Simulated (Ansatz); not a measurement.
Crystal: Al.

```
Al
1.0
     4.54673    0.00000    0.00000
    -2.27337    3.93758    0.00000
     0.00000    0.00000    2.75393
Al
2
Direct
  0.33333 0.66667 0.50000
  0.66667 0.33333 0.50000
```

The cell was built by a generator and needn't be a form met in nature.

| Item | Value |
| --- | --- |
| Program | Ansatz 0.2.0 |
| Task | single point |
| Functional | PBE |
| Potentials or basis | all-electron LAPW, scalar-relativistic |
| Cutoff | 172 eV (chosen from the basis error) |
| Basis error allowed | 0.001 eV/atom |
| k mesh | 7 × 7 × 10 |
| Occupations | fermi-dirac, width 0.05 eV |
| Spin | no spin polarisation |

On this cell: pressure -0.1 GPa; largest force under 0.003 eV/Å; band gap on the k mesh none (metal or under the smearing width).

The same run follows on a disturbed copy (atoms moved at random, drawn with an rms of 0.05 Å):

```
Al
1.0
     4.54673    0.00000    0.00000
    -2.27337    3.93758    0.00000
     0.00000    0.00000    2.75393
Al
2
Direct
  0.33314 0.66047 0.49029
  0.66687 0.34561 0.50722
```

Question: What changes?

Answer: The energy (extrapolated to zero smearing) moves by +9.6 meV/atom; pressure 0.1 GPa; largest force 0.494 eV/Å; band gap on the k mesh none (metal or under the smearing width).

Forces on the atoms (eV/Å):
```
Al  -0.281  0.403 -0.055
Al   0.281 -0.403  0.055
```

Stress tensor (GPa, compression positive):
```
 1.87 -0.96  0.04
-0.96 -1.25 -0.05
 0.04 -0.05 -0.47
```
